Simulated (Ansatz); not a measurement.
# HfN: the cost of one run

Method: DFT PBE, scalar-relativistic, plane waves, PAW, in Ansatz 0.2.0.

1 further run of the same task is left out (it didn't finish). Runs told in other sessions of the task aren't counted.

### Step 1. Starting point

The structure is hexagonal, space group P-6m2 (No. 187). Conventional cell: a = 3.099 Å, b = 3.099 Å, c = 2.913 Å, α = 90.00°, β = 90.00°, γ = 120.00°. Hf (site symmetry -6m2) has 6 N at 2.31 Å in its first shell of neighbours. Around N (site symmetry -6m2) lie 6 Hf at 2.31 Å.

As a file:

```xyz
2
Lattice="3.0990 0.0000 0.0000 -1.5495 2.6838 0.0000 0.0000 0.0000 2.9130" Properties=species:S:1:pos:R:3 pbc="T T T"
Hf    0.0000    0.0000    0.0000
N     1.5495    0.8946    1.4565
```

This cell comes from an earlier session at PBE: 12.114 Å³/atom at 0.01 GPa, on a 14×14×12 mesh.

Volume factors to run: 0.980, 1.020, 0.960, 1.040, 1.070, 1.100, 0.945.

### Step 2. Scaling the volume by 0.980

The input, input.yaml:

```yaml
crystal:
  lattice:
    - [3.0782156019, 0.0, 0.0]
    - [-1.5391078009, 2.6658129096, 0.0]
    - [0.0, 0.0, 2.8934507849]
  atoms:
    - { symbol: Hf, position: [0.0, 0.0, 0.0] }
    - { symbol: "N", position: [0.6666666667, 0.3333333333, 0.5] }
basis:
  ecutwfc: 420
  ecutrho_ratio: 4
kpoints:
  mp_grid: { grid: [14, 14, 12] }
hamiltonian:
  xc: pbe
scf:
  occupations: { method: gaussian, width: 0.05 }
output:
  forces: true
  stress: true
  eigenvalues: true
relax:
  f_tol: 0.01
  max_steps: 40
  cell: { stress_tol: 0.1, fix: [volume] }
```

Started as:

```sh
$ ansatz run input.yaml --threads 2 --pin off --max-ram 2662MiB --backend cpu --events-out ev --progress --plain --runs-dir out
```

Q: Estimate wall time and peak memory on 2 threads of Arm Neoverse V2, shared host.

About 17 s, with a peak of 0.4 GiB.
